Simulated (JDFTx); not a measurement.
# BN (F-43m) in JDFTx: further runs

One crystal, BN, is run at these levels: SCAN, GLLB-SC, r2SCAN; tasks: band structure, single point, equation of state.

All numbers are computed with JDFTx 1.7.0 (patched build); they aren't measurements. Logs are shortened: lines on timing, memory, paths and dates and some standing lists are left out, and cuts for length are marked. The log counts tension as positive stress, the text compression.

**Experimental background.**

From a printed reference work, monograph, for a bulk crystal of BN at 300 K: band gap 6.4 eV (indirect).

“Effect of nanostructuration on compressibility of cubic BN”, 2012, arxiv:1208.3664 quotes, for a bulk crystal of BN at 300 K: bulk modulus 395 ± 2 GPa.

The runs below are set against these values where they give the same quantity.

**1. The crystal as given**

The structure is cubic, space group F-43m (No. 216). The conventional cell has a = 3.626 Å, b = 3.626 Å, c = 3.626 Å, α = 90.00°, β = 90.00°, γ = 90.00°. N (site symmetry -43m) has 4 B at 1.57 Å as nearest neighbours. B (site symmetry -43m) has 4 N at 1.57 Å as nearest neighbours.

The cell is a database's computed one.

**2. Band structure, SCAN**

File bands.in:

```
lattice Face-Centered Cubic 6.8521507073
coords-type Lattice
ion N      0.2500000000     0.2500000000     0.2500000000 1
ion B      0.0000000000     0.0000000000     0.0000000000 1

ion-species pseudo/N.upf
ion-species pseudo/B.upf
elec-cutoff 40 320
elec-ex-corr mgga-x-scan mgga-c-scan
elec-smearing Fermi 0.0018374661
elec-n-bands 9
electronic-minimize nIterations 30 energyDiffThreshold 1e-06
davidson-band-ratio 1.3
forces-output-coords Cartesian
include path.kpoints
symmetries none
fix-electron-density run.$VAR

dump-name bands.$VAR
dump End Ecomponents EigStats BandEigs Kpoints Forces
```

File path.kpoints:

```
kpoint +0.0000000000 +0.0000000000 +0.0000000000 0.020000000000
kpoint +0.0714285714 +0.0000000000 +0.0714285714 0.020000000000
kpoint +0.1428571429 +0.0000000000 +0.1428571429 0.020000000000
kpoint +0.2142857143 +0.0000000000 +0.2142857143 0.020000000000
kpoint +0.2857142857 +0.0000000000 +0.2857142857 0.020000000000
kpoint +0.3571428571 +0.0000000000 +0.3571428571 0.020000000000
kpoint +0.4285714286 +0.0000000000 +0.4285714286 0.020000000000
kpoint +0.5000000000 +0.0000000000 +0.5000000000 0.020000000000
kpoint +0.5000000000 +0.0833333333 +0.5833333333 0.020000000000
kpoint +0.5000000000 +0.1666666667 +0.6666666667 0.020000000000
kpoint +0.5000000000 +0.2500000000 +0.7500000000 0.020000000000
kpoint +0.4375000000 +0.3125000000 +0.7500000000 0.020000000000
kpoint +0.3750000000 +0.3750000000 +0.7500000000 0.020000000000
kpoint +0.3281250000 +0.3281250000 +0.6562500000 0.020000000000
kpoint +0.2812500000 +0.2812500000 +0.5625000000 0.020000000000
kpoint +0.2343750000 +0.2343750000 +0.4687500000 0.020000000000
kpoint +0.1875000000 +0.1875000000 +0.3750000000 0.020000000000
kpoint +0.1406250000 +0.1406250000 +0.2812500000 0.020000000000
kpoint +0.0937500000 +0.0937500000 +0.1875000000 0.020000000000
kpoint +0.0468750000 +0.0468750000 +0.0937500000 0.020000000000
kpoint +0.0000000000 +0.0000000000 +0.0000000000 0.020000000000
kpoint +0.0833333333 +0.0833333333 +0.0833333333 0.020000000000
kpoint +0.1666666667 +0.1666666667 +0.1666666667 0.020000000000
kpoint +0.2500000000 +0.2500000000 +0.2500000000 0.020000000000
kpoint +0.3333333333 +0.3333333333 +0.3333333333 0.020000000000
kpoint +0.4166666667 +0.4166666667 +0.4166666667 0.020000000000
kpoint +0.5000000000 +0.5000000000 +0.5000000000 0.020000000000
kpoint +0.5250000000 +0.4500000000 +0.5250000000 0.020000000000
kpoint +0.5500000000 +0.4000000000 +0.5500000000 0.020000000000
kpoint +0.5750000000 +0.3500000000 +0.5750000000 0.020000000000
kpoint +0.6000000000 +0.3000000000 +0.6000000000 0.020000000000
kpoint +0.6250000000 +0.2500000000 +0.6250000000 0.020000000000
kpoint +0.5625000000 +0.2500000000 +0.6875000000 0.020000000000
kpoint +0.5000000000 +0.2500000000 +0.7500000000 0.020000000000
kpoint +0.5000000000 +0.2916666667 +0.7083333333 0.020000000000
kpoint +0.5000000000 +0.3333333333 +0.6666666667 0.020000000000
kpoint +0.5000000000 +0.3750000000 +0.6250000000 0.020000000000
kpoint +0.5000000000 +0.4166666667 +0.5833333333 0.020000000000
kpoint +0.5000000000 +0.4583333333 +0.5416666667 0.020000000000
kpoint +0.5000000000 +0.5000000000 +0.5000000000 0.020000000000
kpoint +0.4791666667 +0.4791666667 +0.5416666667 0.020000000000
kpoint +0.4583333333 +0.4583333333 +0.5833333333 0.020000000000
kpoint +0.4375000000 +0.4375000000 +0.6250000000 0.020000000000
kpoint +0.4166666667 +0.4166666667 +0.6666666667 0.020000000000
kpoint +0.3958333333 +0.3958333333 +0.7083333333 0.020000000000
kpoint +0.3750000000 +0.3750000000 +0.7500000000 0.020000000000
kpoint +0.6250000000 +0.2500000000 +0.6250000000 0.020000000000
kpoint +0.5833333333 +0.1666666667 +0.5833333333 0.020000000000
kpoint +0.5416666667 +0.0833333333 +0.5416666667 0.020000000000
kpoint +0.5000000000 +0.0000000000 +0.5000000000 0.020000000000
```

Potentials or basis: SG15-PBE-1.2.

On the command line:

```sh
> jdftx -c 1 -i bands.in -o bands.out
```

Output:

```text
*************** JDFTx 1.7.0 (patched build) ***************

Input parsed successfully to the following command list (including defaults):
[... the input with its defaults ...]

---------- Initializing the Grid ----------
R =
[            0      3.42608      3.42608  ]
[      3.42608            0      3.42608  ]
[      3.42608      3.42608            0  ]
unit cell volume = 80.4305
G =
[  -0.916965   0.916965   0.916965  ]
[   0.916965  -0.916965   0.916965  ]
[   0.916965   0.916965  -0.916965  ]
Minimum fftbox size, Smin = [  40  40  40  ]
Chosen fftbox size, S = [  40  40  40  ]

---------- Initializing tighter grid for wavefunction operations ----------
R =
[            0      3.42608      3.42608  ]
[      3.42608            0      3.42608  ]
[      3.42608      3.42608            0  ]
unit cell volume = 80.4305
G =
[  -0.916965   0.916965   0.916965  ]
[   0.916965  -0.916965   0.916965  ]
[   0.916965   0.916965  -0.916965  ]
Minimum fftbox size, Smin = [  28  28  28  ]
Chosen fftbox size, S = [  28  28  28  ]

---------- Exchange Correlation functional ----------
Initialized LibXC exchange functional 'SCAN exchange of Sun, Ruzsinszky, and Perdew'
Initialized LibXC correlation functional 'SCAN correlation of Sun, Ruzsinszky, and Perdew'

---------- Setting up pseudopotentials ----------
Width of ionic core gaussian charges (only for fluid interactions / plotting) set to 0

Reading pseudopotential file 'pseudo/N.upf':
  'N' pseudopotential, 'PBE' functional
  Generated using ONCVPSP code by D. R. Hamann
  5 valence electrons, 0 orbitals, 4 projectors, 602 radial grid points, with lMax = 1
  Core radius for overlap checks: 1.35 bohrs.

Reading pseudopotential file 'pseudo/B.upf':
  'B' pseudopotential, 'PBE' functional
  Generated using ONCVPSP code by D. R. Hamann
  3 valence electrons, 0 orbitals, 4 projectors, 602 radial grid points, with lMax = 1
  Core radius for overlap checks: 1.60 bohrs.

Initialized 2 species with 2 total atoms.

Folded 50 k-points by 1x1x1 to 50 k-points.

---------- Setting up k-points, bands, fillings ----------
No reducable k-points.
Computing the number of bands and number of electrons
Calculating initial fillings.
nElectrons:   8.000000   nBands: 9   nStates: 50

----- Setting up reduced wavefunction bases (one per k-point) -----
average nbasis = 969.920 , ideal nbasis = 971.862

---------- Setting up ewald sum ----------
Optimum gaussian width for ewald sums = 1.556064 bohr.
Real space sum over 1331 unit cells with max indices [  5  5  5  ]
Reciprocal space sum over 2197 terms with max indices [  6  6  6  ]

---------- Allocating electronic variables ----------
Reading n from file 'run.n' ... done
Reading tau from file 'run.tau' ... done
Initializing wave functions:  (No orbitals for LCAO)  bandwidth-limited random numbers

----------- Band structure minimization -------------
Minimization will be done independently for each quantum number.

---- Minimization of quantum number:     0  [ +0.0000000 +0.0000000 +0.0000000 ]  0.040000000 ----
BandDavidson: Iter:   0  Eband: +0.342655607939600
BandDavidson: Iter:   1  Eband: +0.229932014032484  dEband: -1.127236e-01
BandDavidson: Iter:   2  Eband: +0.210457478685168  dEband: -1.947454e-02
BandDavidson: Iter:   3  Eband: +0.207725335149713  dEband: -2.732144e-03
[... 625 lines of inner loops ...]
BandDavidson: Iter:   8  Eband: +0.201573807015821  dEband: -2.023194e-06
BandDavidson: Iter:   9  Eband: +0.201573391284788  dEband: -4.157310e-07
BandDavidson: Converged (dEband<1.000000e-06)
	FillingsUpdate:  mu: +0.457169552  nElectrons: 8.000000

Dumping 'bands.eigStats' ...
	eMin: -0.385775 at state 20 ( [ +0.000000 +0.000000 +0.000000 ] spin 0 )
	HOMO: +0.398783 at state 20 ( [ +0.000000 +0.000000 +0.000000 ] spin 0 )
	mu  : +0.457170
	LUMO: +0.580053 at state 7 ( [ +0.500000 +0.000000 +0.500000 ] spin 0 )
	eMax: +1.343595 at state 20 ( [ +0.000000 +0.000000 +0.000000 ] spin 0 )
	HOMO-LUMO gap: +0.181270
	Optical gap  : +0.346718 at state 20 ( [ +0.000000 +0.000000 +0.000000 ] spin 0 )
Done!
[note: mu, HOMO and LUMO in a band run belong to the points of the path alone and aren't those of the crystal]
```

Run time: 6.8 s. Hardware: 1 thread of Intel Xeon 6975P-C (Granite Rapids), shared host; peak memory 0.09 GiB.

Results:

* Band gap along the path: 4.93 eV, indirect (least direct gap 9.43 eV)

Levels at the corners of the path, in eV from the valence-band top:
```
point  band 1  band 2  band 3  band 4  band 5  band 6  band 7
    Γ  -21.35    0.00    0.00    0.00    9.43    9.43    9.43
    X  -15.73   -9.34   -5.09   -5.09    4.93    9.73   19.04
    W  -15.45   -8.04   -7.16   -6.66   10.34   13.99   15.29
    K  -15.67   -8.55   -7.85   -4.23    7.45   13.56   16.80
    Γ  -21.35    0.00    0.00    0.00    9.43    9.43    9.43
    L  -17.13  -11.06   -2.02   -2.02   10.44   11.42   11.42
    U  -15.67   -8.55   -7.85   -4.23    7.45   13.56   16.80
    W  -15.45   -8.04   -7.16   -6.66   10.34   13.99   15.29
    L  -17.13  -11.06   -2.02   -2.02   10.44   11.42   11.42
    K  -15.67   -8.55   -7.85   -4.23    7.45   13.56   16.80
    U  -15.67   -8.55   -7.85   -4.23    7.45   13.56   16.80
    X  -15.73   -9.34   -5.09   -5.09    4.93    9.73   19.04
```

Caveat: the potentials were made for another functional, which shifts forces and pressure.

**3. Single point, GLLB-SC**

File BN.in:

```
lattice \
    0.0000000000     3.4260753537     3.4260753537 \
    3.4260753537     0.0000000000     3.4260753537 \
    3.4260753537     3.4260753537     0.0000000000
coords-type Lattice
ion N      0.2500000000     0.2500000000     0.2500000000 1
ion B      0.0000000000     0.0000000000     0.0000000000 1

ion-species pseudo/N.upf
ion-species pseudo/B.upf
elec-cutoff 42 336
elec-ex-corr orb-GLLBsc
kpoint-folding 13 13 13
elec-n-bands 9
electronic-SCF nIterations 100 energyDiffThreshold 1e-09 residualThreshold 1e-05
electronic-minimize nIterations 30 energyDiffThreshold 1e-7
converge-empty-states yes
forces-output-coords Cartesian

dump-name run.$VAR
dump End Ecomponents EigStats BandEigs Kpoints Forces ElecDensity Dtot KEdensity
```

Potentials or basis: PseudoDojo-SR-PBE-0.5-standard.

On the command line:

```sh
> jdftx -c 1 -i BN.in -o BN.out
```

Run time: 34 s. Hardware: 1 thread of Intel Xeon 6975P-C (Granite Rapids), shared host; peak memory 0.09 GiB.

The run converged. Its results:

```yaml
Band_gap_on_the_k_mesh_Kohn-Sham_part_alone: 5.35 eV, indirect (least direct gap 9.65 eV)
Loewdin_charges: N -0.48; B +0.50 e
```

Levels at points of the mesh, in eV from the valence-band top:
```csv
k point,band 1,band 2,band 3,band 4,band 5
"(0.00, 0.00, 0.00)",-19.88,0.00,0.00,0.00,9.65
```

Caveat: the gap lacks the derivative discontinuity; a model potential gives levels but no total energy; the potentials were made for another functional, which shifts forces and pressure; an odd mesh through Γ misses points on the zone boundary, where band edges often lie.

(Part 1 of 2 ends here.)
